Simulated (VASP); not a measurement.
A run of VASP 6.6.1 is set up as follows.

File INCAR:

```
SYSTEM = Cu
  PREC = Accurate
  ENCUT = 600
  EDIFF = 1E-6
  ISMEAR = 1
  SIGMA = 0.1
  LREAL = .FALSE.
  LASPH = .TRUE.
  NELM = 80
  ALGO = Normal
  ISIF = 3
  LWAVE = .FALSE.
  LCHARG = .FALSE.
  GGA = PE
  IBRION = 2
  NSW = 90
  EDIFFG = -0.01
  KPAR = 2
```

The input KPOINTS:

```
Automatic mesh
0
G
  18 18 18
  0 0 0
```

The input POSCAR:

```
Cu
1.0
    0.0000000000      1.8075000000      1.8075000000
    1.8075000000      0.0000000000      1.8075000000
    1.8075000000      1.8075000000      0.0000000000
Cu
1
Direct
    0.0000000000      0.0000000000      0.0000000000
```

Potentials or basis: VASP PAW PBE potentials, release 64 (Cu).

Run with:

```console
$ cat potpaw_PBE.64/Cu/POTCAR > POTCAR
$ mpirun -np 2 vasp_std > vasp.out
```

(1) What does it give for the relaxed volume?

(2) Predict the space group after relaxing (to 0.05 Å).

(3) Estimate the relaxed cell.

Answers

(1) 12.01 Å³/atom.

(2) Fm-3m (No. 225).

(3) a = 2.571 Å, b = 2.571 Å, c = 2.571 Å, α = 60.00°, β = 60.00°, γ = 60.00°.
